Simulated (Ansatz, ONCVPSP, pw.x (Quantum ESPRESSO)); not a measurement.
# technetium (diamond): variants of one ONCV potential in the solid

ONCVPSP 4.0.1 input, shortened (lines: element, Z, core and valence counts, functional; n l f; lmax; l rc ep ncon nbas qcut; lloc lpopt rc5 dvloc0; l nproj debl; icmod fcfact rcfact), PBE, scalar-relativistic:

```
  Tc 43.00    6    4        4      upf
    1    0    2.00
    2    0    2.00
    2    1    6.00
    3    0    2.00
    3    1    6.00
    3    2   10.00
    4    0    2.00
    4    1    6.00
    4    2    5.50
    5    0    1.50
    2
    0    1.75    0.00    4    9    6.40
    1    1.65    0.00    4    7    7.10
    2    1.55    0.00    4    7    6.90
    4    5    1.25    0.00
    0    2    3.70
    1    1    2.90
    2    2    2.10
    0    0.00    0.00
```

Crystal test: diamond Tc in pw.x 7.5, no spin, 8³ k-points, Fermi–Dirac smearing 0.01 Ry, cutoffs set for each file from its atomic test. The reference is all-electron LAPW (Ansatz 0.2.0) with the same functional, mesh and smearing; V0 and B0 come from Birch–Murnaghan fits to the pressures at five volumes. Errors are pseudo minus all-electron; Δ is the rms difference of the E(V) curves that follow from these fits, minima aligned, over ±6 % about the mean V0. Mesh and smearing are coarse, so the numbers serve the comparison and aren't converged zero-temperature values; the lattice is a test structure that the element need not adopt.

All-electron: a0 = 5.541 Å (V0 = 21.27 Å³/atom), B0 = 149.7 GPa.

2 further variants are left out: they gave no file fit for a test, a broken result, the same result as the base, or pressures whose basis-set error rivals the error shown.

```csv
change,cutoffs (Ry),pw.x,a0 (Å),a0 error (%),B0 error (%),Δ (meV/atom),mean pressure error (GPa)
base,80/320,converged,5.531,-0.18,+2.2,3.8,-0.83
"local potential polynomial inside 1.25 bohr (lpopt 5, dvloc0 -2 Ha)",80/320,converged,5.526,-0.28,+2.8,5.9,-1.27
"local potential polynomial inside 1.25 bohr (lpopt 5, dvloc0 1 Ha)",80/320,converged,5.534,-0.14,+1.9,2.9,-0.63
"local potential polynomial inside 1.25 bohr (lpopt 5, dvloc0 5.5 Ha)",80/320,converged,5.523,-0.33,+4.1,6.9,-1.50
```
